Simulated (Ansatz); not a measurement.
# Ti2COF MXene monolayer in a perpendicular field

Aim: how the Ti2COF MXene monolayer screens a field along its normal, and what the field does to its bands. A positive field points along +c.

Calculated with Ansatz 0.2.0; plane-wave DFT, PBE-D3(BJ), Ansatz PAW.

Most raw output is cut from this account.

**1. The structure**

The cell holds 5 atoms: 1 F, 2 Ti, 1 C and 1 O. Cell: a = 3.100 Å, b = 3.100 Å, c = 39.959 Å, α = 90.0°, β = 90.0°, γ = 120.0°. Vacuum lies along c.

**2. Relaxing the slab**

The starting cell is a guess, so the in-plane lattice and the atoms are relaxed first, with the slab cut off from its images along the normal.

The input, input.yaml:

```yaml
crystal:
  lattice:
    - [3.10024, 0.0, 0.0]
    - [-1.55012, 2.6848865978, 0.0]
    - [0.0, 0.0, 39.9592805664]
  atoms:
    - { symbol: F, position: [0.3333333333, 0.6666666667, 0.4442021915] }
    - { symbol: Ti, position: [0.6666666667, 0.3333333333, 0.4670874471], spin: 1.0 }
    - { symbol: C, position: [0.0, 0.0, 0.4977004133] }
    - { symbol: Ti, position: [0.3333333333, 0.6666666667, 0.5283133795], spin: 1.0 }
    - { symbol: O, position: [0.6666666667, 0.3333333333, 0.5557978085] }
  periodic: [true, true, false]
magnetization:
  spin_polarized: true
kpoints:
  mp_grid: { grid: [12, 12, 1] }
hamiltonian:
  xc: pbe
  dispersion: d3bj
scf:
  occupations: { method: fermi_dirac, width: 0.05 }
  convergence: { dr2_threshold: 1.0e-09 }
relax:
  f_tol: 0.004
  max_steps: 90
  cell: {}
output:
  write_potential: true
  write_density: true
  volumetric_format: npy
```

On the command line:

```
$ ansatz run input.yaml --threads 4 --pin off --max-ram 6144MiB --backend cpu --events-out ev --progress --plain --runs-dir out
```

Wall time 76 s (4 threads of Intel Xeon Platinum 8488C (Sapphire Rapids), shared host); peak memory 0.89 GiB; 4.9 min of CPU time.

Relaxation path:

| step | energy less that of the first step (eV) | largest force component (eV/Å) | volume (Å³) |
| --- | --- | --- | --- |
| 1 | 0.0000 | 4.3370 | 332.61 |
| 2 | -0.9465 | 1.6141 | 316.85 |
| 3 | -1.0017 | 0.7609 | 311.67 |
| 4 | -1.0224 | 0.1583 | 311.88 |
| 5 | -1.0238 | 0.0221 | 312.96 |
| 6 | -1.0237 | 0.0074 | 313.20 |
| 7 | -1.0237 | 0.0128 | 313.28 |
| 8 | -1.0237 | 0.0003 | 313.25 |
| 9* | -1.0160 | 0.0011 | 313.25 |
| 10 | -1.0163 | 0.0021 | 312.85 |
| 11* | -1.0161 | 0.0020 | 312.85 |

Relaxation steps marked * repeat the geometry before them on a plane-wave basis chosen anew for their cell, so energy and pressure can jump there. Relaxation step 7 was tried and not accepted.

Forces are held to the 6 operations that the run works with; a distortion that breaks them can't arise in this run.

| cell as run | before | after | change |
| --- | --- | --- | --- |
| a (Å) | 3.100 | 3.007 | -3.0 % |
| b (Å) | 3.100 | 3.007 | -3.0 % |

The atoms that moved most (Å, along periodic axes as changes of fractional coordinates times the final cell, across vacuum about the mean position):

| atom | dx | dy | dz | length |
| --- | --- | --- | --- | --- |
| F1 | 0.000 | 0.000 | -0.237 | 0.237 |
| Ti4 | 0.000 | 0.000 | 0.133 | 0.133 |
| Ti2 | 0.000 | 0.000 | 0.107 | 0.107 |
| O5 | 0.000 | 0.000 | -0.027 | 0.027 |
| C3 | 0.000 | 0.000 | 0.024 | 0.024 |

The relaxed structure:

```cif
data_structure
_symmetry_space_group_name_H-M 'P 1'
_symmetry_Int_Tables_number 1
_cell_length_a 3.0068
_cell_length_b 3.0068
_cell_length_c 39.9593
_cell_angle_alpha 90.000
_cell_angle_beta 90.000
_cell_angle_gamma 120.000
_cell_volume 312.85
loop_
_atom_site_label
_atom_site_type_symbol
_atom_site_fract_x
_atom_site_fract_y
_atom_site_fract_z
_atom_site_occupancy
F1 F 0.33333 0.66667 0.43827 1
Ti2 Ti 0.66667 0.33333 0.46977 1
C3 C 0.00000 0.00000 0.49830 1
Ti4 Ti 0.33333 0.66667 0.53164 1
O5 O 0.66667 0.33333 0.55511 1
```

Numbers from this step:

- energy at zero smearing: -6632.4174 eV

The lattice constant a goes from 3.100 to 3.007 Å.

**3. Single point, field 0**

A sawtooth potential applies the field, turning back in the middle of the vacuum. With the dipole correction the typed value is the field outside the slab. The induced dipole is small, so the SCF threshold is tight.

The cell differs from the one that the last finished run ended in (c 39.959 → 22.669 Å).

The input, input.yaml:

```yaml
crystal:
  lattice:
    - [3.0067500124, 0.0, 0.0]
    - [-1.5033750062, 2.6039218936, 0.0]
    - [0.0, 0.0, 22.6687564924]
  atoms:
    - { symbol: F, position: [0.3333333333, 0.6666666667, 0.3970222188] }
    - { symbol: Ti, position: [0.6666666667, 0.3333333333, 0.4525475776] }
    - { symbol: C, position: [0.0, 0.0, 0.5028282029] }
    - { symbol: Ti, position: [0.3333333333, 0.6666666667, 0.5616095468] }
    - { symbol: O, position: [0.6666666667, 0.3333333333, 0.6029777812] }
kpoints:
  mp_grid: { grid: [18, 18, 1] }
  band_path:
    path: [[0, 0, 0], [0.5, 0, 0], [0.33333333, 0.33333333, 0], [0, 0, 0]]
    npoints: 16
hamiltonian:
  xc: pbe
  dispersion: d3bj
scf:
  occupations: { method: fermi_dirac, width: 0.05 }
  convergence: { dr2_threshold: 1.0e-10 }
efield:
  axis: 3
  dipole_correction: true
  ramp_position: 0.97
  ramp_width: 0.06
  amplitude: 0
output:
  dos: { projected: true, e_range: [-6, 5] }
  bader: true
  write_potential: true
  write_density: true
  volumetric_format: npy
  elf: true
```

The job ended after 14 s (4 threads; peak memory 0.65 GiB; 56 s of CPU time).

Numbers from this step:

```
energy at zero smearing        : -6632.4215 eV
work function, upper face      : 6.102 eV
work function, lower face      : 4.562 eV
dipole along the normal        : -0.06663 e·Å
step between the vacuum levels : 1.540 eV
```

Running mean over a fixed 2.7 Å (it still follows the layers) of the planar mean; the ramp of the sawtooth is left out. Electron's electrostatic potential energy less the Fermi level against z:

| z (Å) | electron's electrostatic potential energy less the Fermi level (eV) |
| --- | --- |
| 3.0 | 4.56 |
| 3.5 | 4.56 |
| 4.0 | 4.56 |
| 4.5 | 4.56 |
| 5.0 | 4.56 |
| 5.5 | 4.56 |
| 6.0 | 4.56 |
| 6.5 | 4.54 |
| 7.0 | 4.40 |
| 7.5 | 3.29 |
| 8.0 | 1.16 |
| 8.5 | -1.29 |
| 9.0 | -4.47 |
| 9.5 | -7.39 |
| 10.0 | -9.43 |
| 10.5 | -9.98 |
| 11.0 | -9.98 |
| 11.5 | -10.1 |
| 12.0 | -10.1 |
| 12.5 | -9.91 |
| 13.0 | -8.30 |
| 13.5 | -6.07 |
| 14.0 | -2.97 |
| 14.5 | 0.479 |
| 15.0 | 3.65 |
| 15.5 | 5.57 |
| 16.0 | 6.03 |
| 16.5 | 6.09 |
| 17.0 | 6.10 |
| 17.5 | 6.10 |
| 18.0 | 6.10 |
| 18.5 | 6.10 |
| 19.0 | 6.10 |
| 19.5 | 6.10 |

The density of states has structure finer than the step of the table below, so its rows give means over 0.2 eV, whole bins alone (the curve runs from -6 to 1.99 eV). Peaks (eV: height): -4.87: 9.51, -4.32: 9.74, -3.82: 9.52, -3.41: 7.80, 1.47: 9.36, 1.61: 12.4, 1.91: 8.22.

Density of states against energy, zero at the Fermi level; means over each step:

| energy (eV) | density of states (states/eV a cell) |
| --- | --- |
| -5.8 | 1.50 |
| -5.6 | 1.99 |
| -5.4 | 3.15 |
| -5.2 | 2.54 |
| -5.0 | 3.25 |
| -4.8 | 6.13 |
| -4.6 | 2.76 |
| -4.4 | 5.39 |
| -4.2 | 2.66 |
| -4.0 | 2.63 |
| -3.8 | 4.40 |
| -3.6 | 0.864 |
| -3.4 | 3.27 |
| -3.2 | 2.79 |
| -3.0 | 2.69 |
| -2.8 | 3.11 |
| -2.6 | 2.94 |
| -2.4 | 4.52 |
| -2.2 | 1.67 |
| -2.0 | 0.925 |
| -1.8 | 0.465 |
| -1.6 | 0 |
| -1.4 | 0 |
| -1.2 | 0 |
| -1.0 | 0 |
| -0.8 | 0 |
| -0.6 | 0 |
| -0.4 | 1.79 |
| -0.2 | 2.11 |
| 0.0 | 2.48 |
| 0.2 | 2.24 |
| 0.4 | 1.87 |
| 0.6 | 2.29 |
| 0.8 | 1.43 |
| 1.0 | 3.08 |
| 1.2 | 2.34 |
| 1.4 | 4.28 |
| 1.6 | 8.35 |
| 1.8 | 6.27 |

Projected DOS per atom over height of the atomic layer and energy from the Fermi level. Layers: F Ti C Ti O from below.

Ten even steps from '_' (0.00 states/eV) to '@' (3.24 states/eV), each cell a mean:
```
__@@__%%__
__%%__%%__
__++__..__
__--__..__
__--__..__
__==__::__
__::__..__
__________
__________
__________
__________
__..::__..
__::==..::
__..--..::
__::--....
__......::
__..::..::
____..--%%
__..--::**
____..::==
______::==
______....
```
Columns: height of the atomic layer (Å) from 9 to 13.7 (not evenly spaced); rows upwards: energy from the Fermi level (eV) from -5.96 to 1.96.

The electronic bands at the labelled points (eV, zero at the Fermi level):

| point | band 17 | band 18 | band 19 | band 20 | band 21 | band 22 | band 23 | band 24 |
| --- | --- | --- | --- | --- | --- | --- | --- | --- |
| Γ | -4.72 | -2.75 | -1.75 | -1.75 | 0.36 | 0.36 | 0.97 | 1.45 |
| halfway | -4.43 | -3.56 | -2.57 | -2.27 | -0.21 | 1.03 | 1.12 | 1.62 |
| M | -4.31 | -3.79 | -3.29 | -2.33 | -0.44 | 1.42 | 1.99 | 2.18 |
| halfway | -4.12 | -4.04 | -3.43 | -2.67 | 0.01 | 1.50 | 1.53 | 2.01 |
| K | -4.73 | -3.73 | -3.52 | -3.03 | 0.67 | 1.23 | 1.39 | 1.74 |
| halfway | -4.41 | -3.68 | -2.74 | -2.54 | 0.18 | 0.43 | 1.59 | 1.83 |
| Γ | -4.72 | -2.75 | -1.75 | -1.75 | 0.36 | 0.36 | 0.97 | 1.45 |

Valence density in the ca plane at fractional y = 0.333, with atoms of Ti and O within 0.2 Å of it. It is the smooth field of the valence electrons, not physical close to the nuclei.

Values in e/Å³, 5 rows by 16 columns, each cell a mean:
```
0.0 0.0 0.0 0.1 1.0 2.5 0.3 0.3 1.8 0.4 0.0 0.0 0.0 0.0 0.0 0.0
0.0 0.0 0.0 0.0 2.9 6.8 0.3 0.4 5.0 1.0 0.0 0.0 0.0 0.0 0.0 0.0
0.0 0.0 0.0 0.1 1.1 2.7 0.3 0.3 1.9 0.4 0.0 0.0 0.0 0.0 0.0 0.0
0.0 0.0 0.0 0.2 0.3 0.4 0.5 0.5 0.3 0.1 0.0 0.0 0.0 0.0 0.0 0.0
0.0 0.0 0.0 0.2 0.3 0.3 0.5 0.5 0.3 0.1 0.0 0.0 0.0 0.0 0.0 0.0
```
Columns run along c (16.0 Å, from fractional 0.23 to 0.94 of the cell), rows up along a (3.0 Å). Atoms in or near the plane, at fractional coordinates: Ti at (0.45, 0.67), O at (0.60, 0.67).

Electrostatic potential energy in the ca plane at fractional y = 0.333, with atoms of Ti and O within 0.2 Å of it. With pseudopotentials it is smooth inside the atoms' cores, unlike the true potential.

Values in eV, 5 rows by 16 columns, each cell a mean:
```
  5   5   5   5   5   5   4  -1 -26 -16  -1  -6 -12   5   6   6
  5   5   5   5   5   5   4  -4 -35 -25   1 -14 -31   5   6   6
  5   5   5   5   5   5   4  -1 -26 -16  -1  -7 -13   5   6   6
  5   5   5   5   5   5   4   1  -5  -3  -5 -12   1   5   6   6
  5   5   5   5   5   5   4   1  -4  -3  -5 -12   1   5   6   6
```
Columns run along c (16.0 Å, from fractional 0.07 to 0.78 of the cell; values clipped at the 3rd and 97th percentile), rows up along a (3.0 Å). Atoms in or near the plane, at fractional coordinates: Ti at (0.45, 0.67), O at (0.60, 0.67).

ELF in the ca plane at fractional y = 0.333, with atoms of Ti and O within 0.2 Å of it. It is the smooth field of the valence electrons, not physical close to the nuclei.

Ten even steps from '0' (0.00) to '9' (0.84), each cell a mean:
```
00000000012114532452126998520000000000000000
00000000000156563121269899741000000000000000
00000000000164164111278479841000000000000000
00000000000157662221269899741000000000000000
00000000122113432552125887420000000000000000
00000001256521147863111232100000000000000000
00000001367631368863221000000000000000000000
00000000245410136862111343100000000000000000
```
Columns run along c (16.0 Å, from fractional 0.23 to 0.94 of the cell), rows up along a (3.0 Å). Atoms in or near the plane, at fractional coordinates: Ti at (0.45, 0.67), O at (0.60, 0.67).

The work function of the upper face is 6.10 eV.

**4. Single point, field 0.03 V/Å**

input.yaml, as its differences from that of step 3:

```diff
@@ -27,6 +27,4 @@
   ramp_width: 0.06
-  amplitude: 0
+  amplitude: 0.03
 output:
-  dos: { projected: true, e_range: [-6, 5] }
-  bader: true
   write_potential: true
@@ -34,2 +32 @@
   volumetric_format: npy
-  elf: true
```

The job ended after 6 s (4 threads; peak memory 0.61 GiB).

The dipole is -0.0597 e·Å, 0.00691 e·Å from its value without field.

**5. Atoms held, field -0.03 V/Å**

input.yaml, as its differences from that of step 4:

```diff
@@ -27,3 +27,3 @@
   ramp_width: 0.06
-  amplitude: 0.03
+  amplitude: -0.03
 output:
```

Wall time 6.1 s (4 threads); peak memory 0.61 GiB.

The dipole is -0.0735 e·Å, -0.00691 e·Å from its value without field.

**6. Atoms held, field 0.15 V/Å**

input.yaml, as its differences from that of step 5:

```diff
@@ -27,3 +27,3 @@
   ramp_width: 0.06
-  amplitude: -0.03
+  amplitude: 0.15
 output:
```

It took 6.7 s on 4 threads; peak memory 0.61 GiB.

The dipole is -0.0321 e·Å, 0.0345 e·Å from its value without field.

**7. Single point, field 0.25 V/Å**

input.yaml, as its differences from that of step 6:

```diff
@@ -27,3 +27,3 @@
   ramp_width: 0.06
-  amplitude: 0.15
+  amplitude: 0.25
 output:
```

Wall time 6.5 s (4 threads); peak memory 0.61 GiB; 25 s of CPU time.

The dipole is -0.00906 e·Å, 0.0576 e·Å from its value without field.

**8. Atoms held, field -0.25 V/Å**

input.yaml, as its differences from that of step 7:

```diff
@@ -27,4 +27,6 @@
   ramp_width: 0.06
-  amplitude: 0.25
+  amplitude: -0.25
 output:
+  dos: { projected: true, e_range: [-6, 5] }
+  bader: true
   write_potential: true
@@ -32 +34,2 @@
   volumetric_format: npy
+  elf: true
```

Run time: 15 s. Hardware: 4 threads; peak memory 0.62 GiB.

The dipole is -0.124 e·Å, -0.0576 e·Å from its value without field.

**9. Response, atoms held**

This step: plane-wave DFT, PBE-D3(BJ), Ansatz PAW; response to a field along the normal, atoms held (Ansatz 0.2.0).

The dipoles give the slope, and the difference of two potentials shows where the field is screened.

This step gave:

| Property | Result |
| --- | --- |
| equivalent conductor thickness p/(ε₀AE) | 5.323 Å |
| distance between the outer atoms | 4.669 Å |

Table of dipole of the cell by applied field:

| applied field (V/Å) | dipole of the cell (e·Å) |
| --- | --- |
| -0.250 | -0.124 |
| -0.030 | -0.0735 |
| 0.000 | -0.0666 |
| 0.030 | -0.0597 |
| 0.150 | -0.0321 |
| 0.250 | -0.00906 |

Local field over the applied field, running mean. From the potentials at -0.03 and 0.03 V/Å; running mean over 2.5 Å. Local field over applied field against z:

| z (Å) | local field over applied field |
| --- | --- |
| 4.5 | 1.000 |
| 5.0 | 1.000 |
| 5.5 | 0.999 |
| 6.0 | 0.996 |
| 6.5 | 0.985 |
| 7.0 | 0.949 |
| 7.5 | 0.863 |
| 8.0 | 0.737 |
| 8.5 | 0.593 |
| 9.0 | 0.444 |
| 9.5 | 0.294 |
| 10.0 | 0.183 |
| 10.5 | 0.109 |
| 11.0 | 0.0612 |
| 11.5 | 0.0326 |
| 12.0 | 0.0319 |
| 12.5 | 0.0618 |
| 13.0 | 0.132 |
| 13.5 | 0.257 |
| 14.0 | 0.420 |
| 14.5 | 0.598 |
| 15.0 | 0.764 |
| 15.5 | 0.893 |
| 16.0 | 0.964 |
| 16.5 | 0.989 |
| 17.0 | 0.997 |
| 17.5 | 0.999 |
| 18.0 | 1.000 |
| 18.5 | 1.000 |

Electrons, planar mean, per unit field. Induced electron density against z:

| z (Å) | induced electron density (e/Å³ per V/Å) |
| --- | --- |
| 4.11 | 6.8e-8 |
| 4.53 | 2.7e-7 |
| 4.96 | 8.3e-7 |
| 5.24 | 1.6e-6 |
| 5.67 | 5.5e-6 |
| 6.09 | 1.7e-5 |
| 6.52 | 5.5e-5 |
| 6.80 | 1.2e-4 |
| 7.23 | 3.6e-4 |
| 7.65 | 0.00100 |
| 8.08 | 0.00241 |
| 8.36 | 0.00341 |
| 8.78 | 0.00165 |
| 9.21 | 0.00173 |
| 9.63 | 1.4e-4 |
| 9.92 | 8.5e-4 |
| 10.34 | 0.0018 |
| 10.77 | 5.1e-4 |
| 11.19 | 1.9e-4 |
| 11.48 | 3.3e-5 |
| 11.90 | -5.4e-4 |
| 12.33 | -4.0e-4 |
| 12.75 | 8.3e-5 |
| 13.03 | -2.3e-4 |
| 13.46 | -0.00187 |
| 13.88 | -0.00208 |
| 14.31 | -0.00389 |
| 14.59 | -0.00308 |
| 15.02 | -0.00146 |
| 15.44 | -5.7e-4 |
| 15.87 | -2.0e-4 |
| 16.15 | -9.8e-5 |
| 16.58 | -3.2e-5 |
| 17.00 | -9.9e-6 |
| 17.43 | -2.9e-6 |
| 17.71 | -1.4e-6 |
| 18.14 | -4.2e-7 |
| 18.56 | -8.5e-8 |

By hand: between -0.03 and 0.03 V/Å the dipole changes by 0.01382 e·Å, a slope of 0.2303 e·Å²/V. A perfect conductor of thickness t has p = ε₀AEt, so t = 180.95 × 0.2303 / 7.829 = 5.32 Å (e/ε₀ = 180.95 V·Å, A in Å²).

The induced dipole is that of a conductor 5.32 Å thick.

**10. Relaxing in the field, field 0.1 V/Å**

This step: plane-wave DFT, PBE-D3(BJ), Ansatz PAW (Ansatz 0.2.0).

Now the atoms may follow the field. A weak field makes forces of meV/Å to tens of meV/Å, so the force tolerance is set well below the usual one.

input.yaml, the sections that differ from step 8:

```yaml
kpoints:
  mp_grid: { grid: [12, 12, 1] }
efield:
  axis: 3
  dipole_correction: true
  ramp_position: 0.97
  ramp_width: 0.06
  amplitude: 0.1
relax:
  f_tol: 0.001
  max_steps: 60
output:
  write_potential: true
  write_density: true
  volumetric_format: npy
# crystal, hamiltonian, scf: as in step 8
```

Elapsed: 5.1 s, on 4 threads; peak memory 0.56 GiB.

No atom moved by 0.005 Å in the relaxation.

Numbers from this step:

* energy at zero smearing: -6632.4130 eV
* dipole along the normal: -0.04159 e·Å

The relaxation took 3 steps and lowered the energy by 8.8e-5 eV; the largest force on the free atoms ends at 7.3e-4 eV/Å.

The dipole is -0.0416 e·Å, 0.0250 e·Å from its value without field.

**11. Field on, atoms free, field -0.1 V/Å**

The opposite sign, again from the field-free geometry; the difference of the two cancels what relaxes without a field.

input.yaml, as its differences from that of step 10:

```diff
@@ -24,3 +24,3 @@
   ramp_width: 0.06
-  amplitude: 0.1
+  amplitude: -0.1
 relax:
```

Wall time 6.2 s (4 threads); peak memory 0.55 GiB; 23 s of CPU time.

No atom moved by 0.005 Å in the relaxation.

This step gave:

```yaml
energy_at_zero_smearing: -6632.4264 eV
dipole_along_the_normal: -0.09140 e·Å
```

The relaxation took 4 steps and lowered the energy by 9.9e-5 eV; the largest force on the free atoms ends at 6.0e-4 eV/Å.

The dipole is -0.0914 e·Å, -0.0248 e·Å from its value without field.

**12. Response, atoms relaxed**

This step: plane-wave DFT, PBE-D3(BJ), Ansatz PAW; response to a field along the normal, atoms relaxed (Ansatz 0.2.0).

The same analysis on the two relaxed runs holds the ionic part too; their mesh is coarser, so small differences from the held value can come from that.

Numbers from this step:

```
equivalent conductor thickness p/(ε₀AE) : 5.757 Å
distance between the outer atoms        : 4.667 Å
```

Table of dipole of the cell by applied field:

| applied field (V/Å) | dipole of the cell (e·Å) |
| --- | --- |
| -0.1000 | -0.0914 |
| 0.1000 | -0.0416 |

(Part 1 of 2 ends here.)

[Logs are printed without paths, hosts, clocks, repeated set-up lines and the standing remarks that a program may print on its own settings, such as how far it seeks lower states.]

[Hosts, paths, dates, database ids (printed as entryN), source tags and the programs' standing remarks are cut or masked in the printed files.]

[Maps of the electrostatic potential energy from Ansatz leave out the sawtooth potential of an applied field or a dipole correction, so their vacuum need not be flat; planar profiles and work functions include it.]

[The density of states shown here was stored with 400 of the rows of the run's finer table, so its peaks can read low, often by over a quarter, or be missed, and its means over a window can be off by a tenth or more.]
